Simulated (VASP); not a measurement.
Input of a VASP 6.6.1 run:

The input INCAR:

```
  ALGO = Normal
  EDIFF = 1E-6
  ENCUT = 520
  GGA = RP
  ISIF = 2
  ISMEAR = -1
  LASPH = T
  LCHARG = T
  LELF = T
  LREAL = F
  LVHAR = T
  LWAVE = F
  NBANDS = 17
  NELM = 100
  PREC = Accurate
  SIGMA = 0.1
```

File KPOINTS:

```
k-points
0
Gamma
  12 12 12
```

Contents of POSCAR:

```
Ni
1.0
    0.0000000000      2.6143254657      2.6143254657
    2.6143254657      0.0000000000      2.6143254657
    2.6143254657      2.6143254657      0.0000000000
Ni
2
Direct
    0.1250000000      0.1250000000      0.1250000000
    0.8750000000      0.8750000000      0.8750000000
```

Potentials or basis: VASP PAW PBE potentials, release 64 (Ni).

The run is started by

```sh
$ cat potpaw_PBE.64/Ni/POTCAR > POTCAR
$ mpirun -np 1 vasp_std > vasp.out
```

**Question.** Estimate the band gap on the k mesh.

**Answer.** None (metal or under the smearing width).

**Question.** Estimate the pressure.

**Answer.** -2.7 GPa.

Caveat: the PAW data sets were made with another functional, which shifts forces and pressure a little; the run has no spin polarisation, though such a crystal can be magnetic. Spin polarisation is off, so any magnetic state and its effect on volume and gap are missing.
